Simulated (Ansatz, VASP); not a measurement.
## One calculation of InSe2, two programs

INCAR

```
SYSTEM = InSe2
PREC = Accurate
ENCUT = 520
EDIFF = 1E-7
ISMEAR = -1
SIGMA = 0.05
LREAL = .False.
LASPH = .True.
NELM = 80
ALGO = Normal
ISIF = 2
LWAVE = .False.
LCHARG = .False.
GGA = PE
NBANDS = 34
```

File KPOINTS:

```
Automatic mesh
0
Gamma
  7 7 3
  0 0 0
```

Contents of POSCAR:

```
InSe2
1.0
    3.8948930000      0.0000000000      0.0000000000
    0.0000000000      3.8948930000      0.0000000000
    0.0000000000      0.0000000000      9.6262310000
In Se
2 4
Direct
    0.5000000000      0.0000000000      0.2935320000
    0.0000000000      0.5000000000      0.7064680000
    0.5000000000      0.5000000000      0.0000000000
    0.0000000000      0.0000000000      0.0000000000
    0.5000000000      0.0000000000      0.6337880000
    0.0000000000      0.5000000000      0.3662120000
```

input.yaml

```yaml
crystal:
  lattice:
    - [3.894893, 0.0, 0.0]
    - [0.0, 3.894893, 0.0]
    - [0.0, 0.0, 9.626231]
  atoms:
    - { symbol: In, position: [0.5, 0.0, 0.293532] }
    - { symbol: In, position: [0.0, 0.5, 0.706468] }
    - { symbol: Se, position: [0.5, 0.5, 0.0] }
    - { symbol: Se, position: [0.0, 0.0, 0.0] }
    - { symbol: Se, position: [0.5, 0.0, 0.633788] }
    - { symbol: Se, position: [0.0, 0.5, 0.366212] }
hamiltonian:
  xc: pbe
  pseudopotentials: { kind: paw }
kpoints:
  mp_grid: { grid: [7, 7, 3] }
scf:
  occupations: { method: fermi_dirac, width: 0.05 }
output:
  forces: true
  stress: true
  eigenvalues: true
  write_density: true
  write_potential: true
  elf: true
  volumetric_format: npy
```

The cell comes from a database or a generator and needn't be the stable form of this composition.

Alike in both runs: task single point; functional PBE; k mesh 7 × 7 × 3; occupations fermi-dirac, width 0.05 eV; no spin polarisation.

|  | VASP | Ansatz |
| --- | --- | --- |
| version | VASP 6.6.1 | Ansatz 0.2.0 |
| potentials or method | VASP PAW PBE potentials, release 64 (In_d, Se) | Ansatz PAW |
| plane-wave cutoff (eV) | 520 | 420 |
| valence electrons in the cell | 50 | 90 |

Ansatz gave:

| Item | Value |
| --- | --- |
| gap on the k mesh at the Fermi level (eV) | none |
| pressure (GPa) | -0.1 |
| largest component of the traceless stress (GPa) | 0.80 |
| rms of the force components (eV/Å) | 0.034 |

Estimate VASP's values.

gap on the k mesh at the Fermi level (eV): none; pressure (GPa): -0.1; largest component of the traceless stress (GPa): 0.78; rms of the force components (eV/Å): 0.034.

Atom by atom the forces differ by 0.000 eV/Å (rms over components). A gap of «none» marks a metal or a gap that the smearing closes. With one functional, cell and mesh, what is left measures potentials, basis and numerics. The two sets of potentials don't hold the same shells in valence.
